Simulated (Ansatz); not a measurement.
# A defect in a wire: armchair graphene nanoribbon (N = 8, H edges), Mn in place of one C, part 2 of 4

What does the defect do to the conductance?

Ansatz 0.2.0; DFT PBE, plane waves, PAW; relaxation of a wire's period (the session's first sound run).

So far. Step 2 (The relaxed wire): The cell's length comes to 4.296 Å with spin left out.

### 3. The perfect wire

This step: DFT PBE, plane waves, PAW; channels and complex bands of a perfect wire (Ansatz 0.2.0).

At the relaxed period the Bloch states of the perfect wire are found at each energy: those that move forward count the open channels, and those that decay describe how a disturbance dies away inside the wire itself. An energy step of 0.035 eV is under the 0.039 eV that the program asks for its thermal average at 300 K.

File input.yaml:

```yaml
crystal:
  lattice:
    - [17.462, 0.0, 0.0]
    - [0.0, 7.0, 0.0]
    - [0.0, 0.0, 4.2959852446]
  atoms:
    - { symbol: C, position: [0.254433467, 0.5, 0.007218389] }
    - { symbol: C, position: [0.393956977, 0.5, 0.999879906] }
    - { symbol: C, position: [0.535233135, 0.5, 0.000615228] }
    - { symbol: C, position: [0.676546807, 0.5, 0.999381715] }
    - { symbol: C, position: [0.254433467, 0.5, 0.326114945] }
    - { symbol: C, position: [0.393956977, 0.5, 0.333453428] }
    - { symbol: C, position: [0.535233135, 0.5, 0.332718106] }
    - { symbol: C, position: [0.676546807, 0.5, 0.333951618] }
    - { symbol: H, position: [0.800420739, 0.5, 0.387504248] }
    - { symbol: H, position: [0.199555602, 0.5, 0.445829085] }
    - { symbol: C, position: [0.323429535, 0.5, 0.499381715] }
    - { symbol: C, position: [0.464743207, 0.5, 0.500615228] }
    - { symbol: C, position: [0.606019364, 0.5, 0.499879906] }
    - { symbol: C, position: [0.745542874, 0.5, 0.507218389] }
    - { symbol: C, position: [0.323429535, 0.5, 0.833951618] }
    - { symbol: C, position: [0.464743207, 0.5, 0.832718106] }
    - { symbol: C, position: [0.606019364, 0.5, 0.833453428] }
    - { symbol: C, position: [0.745542874, 0.5, 0.826114945] }
    - { symbol: H, position: [0.199555602, 0.5, 0.887504248] }
    - { symbol: H, position: [0.800420739, 0.5, 0.945829085] }
kpoints:
  mp_grid: { grid: [1, 1, 19] }
scf:
  occupations: { method: fermi_dirac, width: 0.05 }
hamiltonian:
  xc: pbe
output:
  transmission:
    e_range: [-1.5, 1.5]
    de: 0.035
    kmesh: [1, 1]
    reduced_basis: true
    leads: [[0, 0]]
```

Launch:

```sh
$ ansatz run input.yaml --threads 16 --pin off --max-ram 61440MiB --backend cuda --events-out ev --progress --plain --runs-dir out --max-vram 78GiB
```

Numbers of over 12 decimals in the logs are rounded to 6 here.

What it wrote:

```text
[...]
GPU FFT provider: cuFFT
GPU libraries: cuBLAS 13.8.1, cuFFT 12.4.0, cuSOLVER 12.3.2
[...]
Crystal: 20 atoms, lattice volume = 525.115 Å³
Basis set: ecut = 420 eV, 10295 PW (Γ)
Bands: 54, of which v1, the nominal top of the filled ones, is band 34 counted from 1 (33 counted from 0)
Symmetry: 8 space group operations
[...]
k-points: 10 of 19
[...]
GPU buffer pool allocated for 172800 grid points (all kernels)
[...]
SCF iter   1: F=—  HF=-4078.275775 eV  |F-HF|=—  |Δ(HF+E_count)|=         —  Δρ=2.46e-3  dr2=1.17e-1  ethr=1.77e-3  ⟨swp⟩=10.1  Hψ=3247  notcnv=0  defer=84
[...]
SCF iter   8: F=-4078.251598 eV  HF=-4078.251598 eV  |F-HF|=1.21e-8  |Δ(HF+E_count)|=   1.15e-7  Δρ=2.35e-6  dr2=2.83e-8  ethr=1.47e-10  ⟨swp⟩=29.6  Hψ=3661  notcnv=0
the search or the solves at the SCF's close seem to have found levels that the self-consistency loop had missed (the run counts 1). By its estimate they hold under 1e-12 electrons; where the run keeps them, the occupations were computed again with them
SCF 1 converged in 8 iterations: F = -4078.251598 eV  dr2 = 2.83e-8
[...]
transmission: 6 of 6 steps passed
[...]
Second SCF, for the conductance: iteration 1, dr2 4.297e-7 eV
Second SCF, for the conductance: iteration 2, dr2 6.934e-8 eV
Second SCF, for the conductance: iteration 3, dr2 1.865e-8 eV
transmission: 6 of 6 steps passed
SCF converged after 8 iterations
Free energy (F): -4078.251598 eV
[...]
Internal energy: -4078.248839 eV  (E = F + TS)
E sigma→0 (E₀):  -4078.250218 eV
Entropy (-TS):   -0.002759 eV (-0.138 meV/atom)
Fermi energy:    -0.805472 eV
[...]
--- Band table (eV; the first three rows and the last of 10) ---
  k-point 0: bands = [... 30 lower, -2.8645, -2.6767, -2.0432, -0.9333, -0.6776, 0.3064, 0.7949, 1.1544, ... 16 higher]
  k-point 1: bands = [... 30 lower, -2.9718, -2.6821, -2.1740, -1.2423, -0.3760, 0.4480, 0.9241, 1.1370, ... 16 higher]
  k-point 2: bands = [... 30 lower, -3.2553, -2.7047, -2.4922, -1.6547, 0.0149, 0.8023, 1.0903, 1.2723, ... 16 higher]
  k-point 9: bands = [... 30 lower, -4.6939, -4.3944, -3.5068, -3.3438, 1.2022, 1.3898, 2.6657, 3.0454, ... 16 higher]
--- Transmission ---
  basis      : 1077 plane waves across, 6 finite elements along
  points     : 1, standing for a mesh of 1 x 1
  on the GPU : 1 of these points
  filling    : by a second SCF (3 iterations) under fermi_dirac of width 0.025852 eV on a mesh of 1 x 1 x 74, whose Fermi level is -0.805429 eV
  energies   : 86 from -1.500000 to 1.475000 eV about the Fermi level, 0.035000 eV apart; the leads are filled to 0.000000 eV, and channels, transmission and decay are at 0.005000 eV
  crystal 0  : C16H4, at the sites [0, 0], period 4.2960 Å: whole cells are its period
    offset         : up to 0.0000 Å between an atom of the period and one for which it stands
    filled         : 0.8 meV over the level at which it is neutral
    channels       : 0.000000e0 a spin
    conductance    : 8.9861e11 S/m² at 300 K; may be off by some 0.0 % by where its bands' edges are placed, 0.0 % from the distance to neutral
    slowest decay  : 0.0237 /Å at (0.0000, 0.0000)
```

Run time: 2.5 min. Hardware: 1 × NVIDIA GB200 with 16 threads of Arm Neoverse V2, shared host; peak memory 14 GiB; 24 min of CPU time.

The column dr2 measures how far the density is from self-consistency, as an energy; F and HF (Harris–Foulkes) agree once it is small.

Numbers from this step:

| Item | Value |
| --- | --- |
| channels of the lower lead | 0 |
| conductance of the lead as this run defines it | 0.01418 G₀ |
| slowest decay in the lead, at its filling level | 0.0237 Å⁻¹ |
| band gap on the path through both edges | 0.2557 eV |

Table of open channels of the lead, one spin by energy, zero at the Fermi level:

energy (eV), open channels of the lead, one spin and a bar:
```
    -1.50       2.00 ##############################
    -1.43       2.00 ##############################
    -1.32       2.00 ##############################
    -1.25       2.00 ##############################
    -1.19       1.00 ###############
    -1.11       1.00 ###############
    -1.01       1.00 ###############
    -0.94       1.00 ###############
    -0.87       1.00 ###############
    -0.77       1.00 ###############
    -0.69       1.00 ###############
    -0.62       1.00 ###############
    -0.52       1.00 ###############
    -0.45       1.00 ###############
    -0.38       1.00 ###############
    -0.31       1.00 ###############
    -0.20       1.00 ###############
    -0.14       1.00 ###############
    -0.07       0.00 
     0.01       0.00 
     0.04       0.00 
     0.11       0.00 
     0.18       1.00 ###############
     0.28       1.00 ###############
     0.35       1.00 ###############
     0.42       1.00 ###############
     0.49       1.00 ###############
     0.60       1.00 ###############
     0.67       1.00 ###############
     0.74       1.00 ###############
     0.84       1.00 ###############
     0.92       1.00 ###############
     0.98       1.00 ###############
     1.09       1.00 ###############
     1.16       2.00 ##############################
     1.23       2.00 ##############################
     1.30       2.00 ##############################
     1.41       2.00 ##############################
     1.48       2.00 ##############################
```

The slowest values at each energy, most degenerate partners merged, listed up to 1.5 1/Å. Table of Im kz of the slowest decaying states by energy, zero at the Fermi level:

```
energy (eV)  decay 1 (Å⁻¹)  decay 2 (Å⁻¹)  decay 3 (Å⁻¹)  decay 4 (Å⁻¹)
     -1.500          0.156          0.437          0.446          0.454
     -1.395          0.167          0.444          0.455          0.470
     -1.290          0.175          0.450          0.463          0.482
     -1.185         0.0471          0.183          0.455          0.470
     -1.115         0.0703          0.187          0.459          0.474
     -1.010         0.0931          0.193          0.464          0.481
     -0.905          0.109          0.198          0.469          0.486
     -0.800          0.122          0.202          0.473          0.492
     -0.695          0.132          0.205          0.478          0.497
     -0.590          0.139          0.207          0.482          0.502
     -0.485          0.145          0.208          0.486          0.505
     -0.415          0.148          0.209          0.488          0.504
     -0.310          0.151          0.209          0.491          0.500
     -0.205          0.153          0.209          0.494          0.496
     -0.100         0.0149          0.154          0.208          0.491
      0.005         0.0237          0.154          0.206          0.484
      0.110         0.0119          0.152          0.204          0.477
      0.215          0.149          0.201          0.469          0.504
      0.285          0.147          0.198          0.463          0.506
      0.390          0.141          0.194          0.453          0.508
      0.495          0.135          0.189          0.442          0.509
      0.600          0.126          0.183          0.429          0.510
      0.705          0.116          0.176          0.415          0.511
      0.810          0.102          0.168          0.400          0.512
      0.915         0.0844          0.159          0.383          0.513
      0.985         0.0688          0.152          0.370          0.513
      1.090         0.0288          0.141          0.349          0.513
      1.195          0.127          0.326          0.514          0.532
      1.300          0.111          0.298          0.513          0.531
      1.405         0.0908          0.264          0.513          0.529
```

By hand: the program gives 8.9861 × 10^11 S/m² over the cell's cross-section of 122.23 Å² = 1.222 × 10^-18 m², so one cell conducts 1.098 × 10^-6 S. Divided by G0 = 2e²/h = 7.748 × 10^-5 S this is 0.0142 G0, a resistance of 910 kΩ.

At the computed energy nearest the Fermi level there are 0 channels a spin, and the thermal average gives 0.0142 G₀; the gap is 0.26 eV.

(Continued in part 3 of 4.)

[Logs are printed without paths, hosts, clocks, repeated set-up lines and the standing remarks that a program may print on its own settings, such as how far it seeks lower states.]

[Hosts, paths, dates, database ids (printed as entryN), source tags and the programs' standing remarks are cut or masked in the printed files.]
